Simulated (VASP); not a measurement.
# SnSe (Pnma) in VASP: notebook, part 2 of 2

VASP 6.6.1. Earlier steps stand in the parts before.

**3. Relaxation of cell and atoms, PBE**

This run uses another cell than the first one, of 28.24 Å³/atom, 1.058 times its volume.

File INCAR:

```
SYSTEM = SnSe
ALGO = Normal
EDIFF = 1E-7
EDIFFG = -0.005
ENCUT = 600
GGA = PE
IBRION = 2
ISIF = 3
ISMEAR = 0
KPAR = 2
LASPH = .TRUE.
LCHARG = .FALSE.
LREAL = .FALSE.
LWAVE = .FALSE.
NELM = 80
NSW = 90
PREC = Accurate
SIGMA = 0.03
```

File KPOINTS:

```
k-points
0
G
  4 8 8
  0 0 0
```

File POSCAR:

```
SnSe                                    
1.0
   11.7763745350      0.0000000000      0.0000000000
    0.0000000000      4.2036171583     -0.0000000000
    0.0000000000     -0.0000000000      4.5629331709
  Sn              Se            
     4     4
Direct
     0.1210360314012081    0.2500000000000000    0.1166430713848501
     0.3789639685987921    0.7500000000000000    0.6166430713848502
     0.6210360314012082    0.2500000000000000    0.3833569286151500
     0.8789639685987918    0.7500000000000000    0.8833569286151498
     0.3551076903713606    0.2500000000000000    0.0258502852996303
     0.1448923096286396    0.7500000000000000    0.5258502852996304
     0.8551076903713604    0.2500000000000000    0.4741497147003695
     0.6448923096286396    0.7500000000000000    0.9741497147003696
```

Potentials or basis: VASP PAW PBE potentials, release 64 (Sn_d, Se).

Run with:

```bash
cat potpaw_PBE.64/Sn_d/POTCAR potpaw_PBE.64/Se/POTCAR > POTCAR
mpirun -np 2 vasp_std > vasp.out
```

Run time: 13 min. Hardware: 2 MPI ranks of Intel Xeon 6975P-C (Granite Rapids), shared host; peak memory 0.9 GiB.

It converged, with:

```
Free energy                            : -32.8876 eV
Relaxed volume                         : 28.27 Å³/atom
Relaxed cell                           : a = 11.783 Å, b = 4.208 Å, c = 4.562 Å, α = 90.00°, β = 90.00°, γ = 90.00°
Space group after relaxing (to 0.05 Å) : Pnma (No. 62)
Energy gained by relaxing              : 0.0 meV/atom
Ionic steps                            : 7
Pressure after relaxing                : 0.0 GPa
Largest force after relaxing           : 0.003 eV/Å
Band gap on the k mesh                 : 0.68 eV, indirect (least direct gap 0.93 eV)
```

Forces on the atoms (eV/Å):
```
Sn  -0.001  0.000 -0.002
Sn   0.001  0.000 -0.002
Sn  -0.001  0.000  0.002
Sn   0.001  0.000  0.002
Se  -0.003  0.000 -0.001
Se   0.003  0.000 -0.001
Se  -0.003  0.000  0.001
Se   0.003  0.000  0.001
```

The path:
```tsv
step	energy change (eV)	largest force (eV/Å)	pressure (GPa)	volume (Å³)
1	0.0000	0.0099	0.03	225.88
2	-0.0001	0.0102	0.00	226.04
3	-0.0001	0.0110	-0.02	226.18
4	-0.0001	0.0073	-0.01	226.19
5	-0.0001	0.0051	0.00	226.19
6	-0.0001	0.0057	0.02	226.19
7	-0.0001	0.0034	0.01	226.19
```

Final structure:
```
Sn Se
1.0
    11.78350    0.00000    0.00000
     0.00000    4.20789    0.00000
     0.00000    0.00000    4.56173
Sn Se
4 4
Direct
  0.12107 0.25000 0.11692
  0.37893 0.75000 0.61691
  0.62107 0.25000 0.38309
  0.87893 0.75000 0.88309
  0.35500 0.25000 0.02537
  0.14500 0.75000 0.52537
  0.85500 0.25000 0.47463
  0.64500 0.75000 0.97463
```

Levels at points of the mesh, in eV from the valence-band top:
```csv
k point,band 36,band 37,band 38,band 39,band 40,band 41,band 42,band 43,band 44,band 45
"(0.00, 0.00, 0.00)",-1.74,-1.46,-1.10,-0.62,-0.45,0.83,2.79,2.98,3.04,3.24
"(0.50, 0.00, 0.00)",-1.92,-1.69,-1.69,-0.48,-0.48,2.52,2.52,2.69,2.69,3.74
"(0.00, 0.50, 0.00)",-1.59,-0.88,-0.88,-0.79,-0.79,1.13,1.13,1.24,1.24,1.90
"(0.50, 0.50, 0.00)",-1.97,-0.96,-0.96,-0.96,-0.96,1.42,1.42,1.42,1.42,2.27
"(0.00, 0.00, 0.50)",-1.33,-0.72,-0.72,-0.21,-0.21,1.27,1.27,1.65,1.65,1.93
"(0.50, 0.00, 0.50)",-1.66,-0.42,-0.42,-0.24,-0.24,1.27,1.27,1.70,1.70,1.98
"(0.00, 0.50, 0.50)",-2.93,-2.12,-2.12,-1.25,-1.25,2.63,2.63,3.06,3.06,4.56
"(0.50, 0.50, 0.50)",-3.44,-1.43,-1.43,-1.43,-1.43,2.56,2.56,2.56,2.56,4.58
```

Caveat: spin-orbit coupling is left out, which moves the levels of the heavy elements; this functional lacks dispersion, which binds the layers, so the pressure and a relaxed spacing across them are unreliable.

**4. Relaxation of cell and atoms, rev-vdW-DF2**

File INCAR:

```
PREC     = Accurate       # precision mode
ENCUT    = 600            # plane-wave cutoff, eV
EDIFF    = 1E-6           # SCF threshold, eV
ISMEAR   = 0              # smearing method
SIGMA    = 0.03           # smearing width, eV
LREAL    = False          # projectors in reciprocal space
LASPH    = True           # aspherical terms in the spheres
NELM     = 80             # most SCF steps
ALGO     = Normal         # electronic algorithm
ISIF     = 3              # what is computed and relaxed
LWAVE    = False          # write WAVECAR
LCHARG   = False          # write CHGCAR
GGA      = MK             # functional
LUSE_VDW = True         
AGGAC    = 0.0          
PARAM1   = 0.1234       
PARAM2   = 0.711357     
ZAB_VDW  = -1.8867      
IBRION   = 2              # ionic algorithm
NSW      = 90             # ionic steps
EDIFFG   = -0.01          # ionic threshold
KPAR     = 2
```

File KPOINTS:

```
Automatic mesh
0
Gamma
  4 8 8
```

File POSCAR:

```
SnSe
1.0
   11.4200000000      0.0000000000      0.0000000000
    0.0000000000      4.1900000000      0.0000000000
    0.0000000000      0.0000000000      4.4600000000
Sn Se
4 4
Direct
    0.1230000000      0.2500000000      0.0910000000
    0.3770000000      0.7500000000      0.5910000000
    0.6230000000      0.2500000000      0.4090000000
    0.8770000000      0.7500000000      0.9090000000
    0.3570000000      0.2500000000      0.0160000000
    0.1430000000      0.7500000000      0.5160000000
    0.8570000000      0.2500000000      0.4840000000
    0.6430000000      0.7500000000      0.9840000000
```

Run with:

```bash
cat potpaw_PBE.64/Sn_d/POTCAR potpaw_PBE.64/Se/POTCAR > POTCAR
mpirun -np 2 vasp_std > vasp.out
```

It took 82 min on 2 MPI ranks of Intel Xeon 6975P-C (Granite Rapids), shared host; peak memory 1.4 GiB.

It converged, with:

```yaml
Free_energy: -16.2042 eV
Relaxed_volume: 27.24 Å³/atom
Relaxed_cell: a = 11.651 Å, b = 4.203 Å, c = 4.451 Å, α = 90.00°, β = 90.00°, γ = 90.00°
Space_group_after_relaxing_to_0.05_Å: Pnma (No. 62)
Energy_gained_by_relaxing: 7.9 meV/atom
Ionic_steps: 22
Pressure_after_relaxing: 0.0 GPa
Largest_force_after_relaxing: 0.007 eV/Å
Band_gap_on_the_k_mesh: 0.63 eV, indirect (least direct gap 0.84 eV)
```

Forces on the atoms (eV/Å):
```
Sn   0.004  0.000  0.001
Sn  -0.004  0.000  0.001
Sn   0.004  0.000 -0.001
Sn  -0.004  0.000 -0.001
Se   0.005  0.000  0.005
Se  -0.005  0.000  0.005
Se   0.005  0.000 -0.005
Se  -0.005  0.000 -0.005
```

The path:
```
step  energy change (eV)  largest force (eV/Å)  pressure (GPa)  volume (Å³)
   1              0.0000                0.3420            1.49       213.41
   2             -0.0481                0.1081           -0.79       221.15
   3             -0.0566                0.0448           -0.20       218.89
   4             -0.0584                0.0302           -0.02       218.05
   5             -0.0585                0.0384            0.04       217.76
   6             -0.0592                0.0356            0.04       217.73
   7             -0.0605                0.0284           -0.01       217.65
   8             -0.0606                0.0243           -0.02       217.62
   9             -0.0610                0.0130            0.02       217.39
  10             -0.0610                0.0170            0.04       217.29
  11             -0.0613                0.0168           -0.01       217.39
  12             -0.0613                0.0217           -0.04       217.48
  13             -0.0615                0.0156            0.01       217.27
  14             -0.0615                0.0139            0.04       217.17
  15             -0.0616                0.0135            0.03       217.24
  16             -0.0620                0.0112            0.03       217.43
  17             -0.0625                0.0180            0.01       217.82
  18             -0.0625                0.0219            0.01       217.95
  19             -0.0628                0.0100           -0.08       218.20
  20             -0.0628                0.0107           -0.06       218.22
  21             -0.0629                0.0065           -0.04       218.04
  22             -0.0630                0.0067           -0.03       217.93
```

Final structure:
```
Sn Se
1.0
    11.65143    0.00000    0.00000
     0.00000    4.20261    0.00000
     0.00000    0.00000    4.45066
Sn Se
4 4
Direct
  0.11958 0.25000 0.10136
  0.38042 0.75000 0.60136
  0.61958 0.25000 0.39864
  0.88042 0.75000 0.89864
  0.35624 0.25000 0.02296
  0.14376 0.75000 0.52296
  0.85624 0.25000 0.47704
  0.64376 0.75000 0.97704
```

Levels at points of the mesh, in eV from the valence-band top:
```csv
k point,band 38,band 39,band 40,band 41,band 42,band 43
"(0.00, 0.00, 0.00)",-1.26,-0.66,-0.52,0.65,2.89,3.11
"(0.50, 0.00, 0.00)",-1.79,-0.54,-0.54,2.51,2.51,2.77
"(0.00, 0.50, 0.00)",-0.95,-0.71,-0.71,1.03,1.03,1.28
"(0.50, 0.50, 0.00)",-0.92,-0.92,-0.92,1.40,1.40,1.40
"(0.00, 0.00, 0.50)",-0.76,-0.27,-0.27,1.21,1.21,1.57
"(0.50, 0.00, 0.50)",-0.44,-0.28,-0.28,1.19,1.19,1.61
"(0.00, 0.50, 0.50)",-2.23,-1.41,-1.41,2.60,2.60,3.02
"(0.50, 0.50, 0.50)",-1.53,-1.53,-1.53,2.48,2.48,2.48
```

Caveat: the PAW data sets were made with another functional, which shifts forces and pressure a little; spin-orbit coupling is left out, which moves the levels of the heavy elements.

**5. Relaxation of cell and atoms, rev-vdW-DF2**

This run uses another cell than the first one, of 27.24 Å³/atom, 1.021 times its volume.

INCAR, as its differences from that of step 4:

```diff
@@ -2,3 +2,3 @@
 ENCUT    = 600            # plane-wave cutoff, eV
-EDIFF    = 1E-6           # SCF threshold, eV
+EDIFF    = 1E-7           # SCF threshold, eV
 ISMEAR   = 0              # smearing method
@@ -20,3 +20,3 @@
 NSW      = 90             # ionic steps
-EDIFFG   = -0.01          # ionic threshold
+EDIFFG   = -0.005         # ionic threshold
 KPAR     = 2
```

KPOINTS is that of step 4.

File POSCAR:

```
SnSe                                    
1.0
   11.6514253281      0.0000000000      0.0000000000
    0.0000000000      4.2026055235     -0.0000000000
    0.0000000000     -0.0000000000      4.4506642557
  Sn              Se            
     4     4
Direct
     0.1195830973329856    0.2500000000000000    0.1013569417140022
     0.3804169026670144    0.7500000000000000    0.6013569417140023
     0.6195830973329856    0.2500000000000000    0.3986430582859978
     0.8804169026670144    0.7500000000000000    0.8986430582859977
     0.3562405347984510    0.2500000000000000    0.0229573907155929
     0.1437594652015490    0.7500000000000000    0.5229573907155930
     0.8562405347984512    0.2500000000000000    0.4770426092844071
     0.6437594652015488    0.7500000000000000    0.9770426092844070
```

Run with:

```bash
cat potpaw_PBE.64/Sn_d/POTCAR potpaw_PBE.64/Se/POTCAR > POTCAR
mpirun -np 2 vasp_std > vasp.out
```

Wall time 19 min (2 MPI ranks of Intel Xeon 6975P-C (Granite Rapids), shared host); peak memory 1.5 GiB.

Results (log left out):

- Free energy: -16.2047 eV
- Relaxed volume: 27.22 Å³/atom
- Relaxed cell: a = 11.646 Å, b = 4.200 Å, c = 4.451 Å, α = 90.00°, β = 90.00°, γ = 90.00°
- Space group after relaxing (to 0.05 Å): Pnma (No. 62)
- Energy gained by relaxing: 0.0 meV/atom
- Ionic steps: 5
- Pressure after relaxing: 0.0 GPa
- Largest force after relaxing: 0.004 eV/Å
- Band gap on the k mesh: 0.62 eV, indirect (least direct gap 0.84 eV)

Forces on the atoms (eV/Å):
```
Sn   0.001  0.000  0.003
Sn  -0.001  0.000  0.003
Sn   0.001  0.000 -0.003
Sn  -0.001  0.000 -0.003
Se   0.003  0.000  0.003
Se  -0.003  0.000  0.003
Se   0.003  0.000 -0.003
Se  -0.003  0.000 -0.003
```

Final structure:
```xyz
8
Lattice="11.6457 0.0000 0.0000 0.0000 4.2002 0.0000 0.0000 0.0000 4.4511" Properties=species:S:1:pos:R:3 pbc="T T T"
Sn    1.3933    1.0500    0.4515
Sn    4.4296    3.1501    2.6770
Sn    7.2162    1.0500    1.7741
Sn   10.2524    3.1501    3.9997
Se    4.1505    1.0500    0.1040
Se    1.6724    3.1501    2.3295
Se    9.9734    1.0500    2.1216
Se    7.4952    3.1501    4.3472
```

Levels at points of the mesh, in eV from the valence-band top:
```
           k point  band 38  band 39  band 40  band 41  band 42  band 43
(0.00, 0.00, 0.00)    -1.26    -0.67    -0.53     0.64     2.89     3.11
(0.50, 0.00, 0.00)    -1.79    -0.54    -0.54     2.52     2.52     2.77
(0.00, 0.50, 0.00)    -0.95    -0.71    -0.71     1.01     1.01     1.28
(0.50, 0.50, 0.00)    -0.93    -0.93    -0.93     1.39     1.39     1.39
(0.00, 0.00, 0.50)    -0.76    -0.27    -0.27     1.21     1.21     1.56
(0.50, 0.00, 0.50)    -0.44    -0.28    -0.28     1.18     1.18     1.61
(0.00, 0.50, 0.50)    -2.24    -1.41    -1.41     2.59     2.59     3.02
(0.50, 0.50, 0.50)    -1.53    -1.53    -1.53     2.48     2.48     2.48
```

Caveat: the PAW data sets were made with another functional, which shifts forces and pressure a little; spin-orbit coupling is left out, which moves the levels of the heavy elements.
